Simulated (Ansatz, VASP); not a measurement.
Zn in VASP and in Ansatz

Contents of INCAR:

```
SYSTEM = Zn
  ALGO = Fast
  EDIFF = 1E-6
  EDIFFG = -0.01
  ENCUT = 600
  GGA = PS
  IBRION = 2
  ISIF = 3
  ISMEAR = 0
  LASPH = .True.
  LCHARG = .False.
  LREAL = .False.
  LWAVE = .False.
  NELM = 100
  NSW = 100
  PREC = Accurate
  SIGMA = 0.1
```

File KPOINTS:

```
k-points
0
Gamma
  24 24 22
  0 0 0
```

Contents of POSCAR:

```
Zn
1.0
    2.6709001415      0.0000000000      0.0000000000
   -1.3354500708      2.3130673735      0.0000000000
    0.0000000000      0.0000000000      2.4956223197
Zn
1
Direct
    0.0000000000      0.0000000000      0.0000000000
```

Input for Ansatz:

```yaml
crystal:
  lattice:
    - [2.6709001415, 0.0, 0.0]
    - [-1.3354500708, 2.3130673735, 0.0]
    - [0.0, 0.0, 2.4956223197]
  atoms:
    - { symbol: Zn, position: [0.0, 0.0, 0.0] }
basis:
  ecutwfc: 420
kpoints:
  mp_grid: { grid: [24, 24, 22] }
hamiltonian:
  xc: pbesol
scf:
  occupations: { method: gaussian, width: 0.1 }
output:
  forces: true
  stress: true
  eigenvalues: true
relax:
  adjacent_minimum: "off"
  f_tol: 0.01
  max_steps: 80
  cell: { stress_tol: 0.05 }
```

Alike in both runs: task relaxation of cell and atoms; functional PBEsol; k mesh 24 × 24 × 22; occupations gaussian, width 0.1 eV; no spin polarisation.

```csv
,VASP,Ansatz
version,VASP 6.6.1,Ansatz 0.2.0
potentials or method,"VASP PAW PBE potentials, release 64 (Zn)","scalar-relativistic, plane waves, PAW"
plane-wave cutoff (eV),600,420
valence electrons in the cell,12,12
```

```tsv
	VASP	Ansatz	Ansatz less VASP
gap on the k mesh at the Fermi level, each at its own relaxed structure (eV)	none	none	-
relaxed volume (Å³/atom)	16.25	16.23	-0.023
relaxed cell length with the largest relative difference (Å)	2.932	2.939	+0.0071
energy change over the relaxation (meV/atom)	-70	-72	-1.7
```

A gap of «none» marks a metal or a gap that the smearing closes.

Caveats: the PAW data sets were made with another functional, which shifts forces and pressure a little (VASP).
